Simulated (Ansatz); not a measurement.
System: Os (fcc type), 1 atom in the cell.

Method: Ansatz, PBE with spin–orbit coupling, all-electron LAPW, point nucleus.

k-mesh 4×4×4 Γ-centred; Fermi–Dirac smearing of 0.15 eV.

```
Os
1.0
     0.00000    1.92650    1.92650
     1.92650    0.00000    1.92650
     1.92650    1.92650    0.00000
Os
1
Direct
  0.00000 0.00000 0.00000
```

(1) Would the cell expand or shrink if it were free to relax?

Results:

(1) The pressure is 1.68 GPa, so at these settings the cell is compressed and would expand.

The k-mesh is coarse, so these values belong to this mesh and can lie far from the converged ones. This cubic structure is a model: it isn't the usual form of the substance at ambient conditions, and such phases are metastable or hypothetical.
